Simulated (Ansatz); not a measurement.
Results of r²SCAN (Ansatz, an electronic-structure program, PAW) for rutile RuO₂.

A relaxed, unreconstructed slab of the (110) face has 24 atoms, two equal faces of 19.683 Å² each and an energy of -56206.3237 eV. A bulk cell of 12 atoms with the same orientation and in-plane k mesh has -28104.8874 eV. Energies are extrapolated to zero smearing.

Numerical settings: plane-wave cutoff 500 eV, 14×8×1 k mesh (along the axes of the cell as run), Fermi–Dirac smearing 0.05 eV, scalar-relativistic PAW data made under PBE.

Worked out: γ = (E_slab − N E_bulk per atom)/2A = [-56206.3237 − 24 × (-28104.8874/12)]/(2 × 19.683) = 0.0877 eV/Å². With 16.022 J/m² per eV/Å² this is 1.40 J/m², or 1.73 eV per surface cell and face.
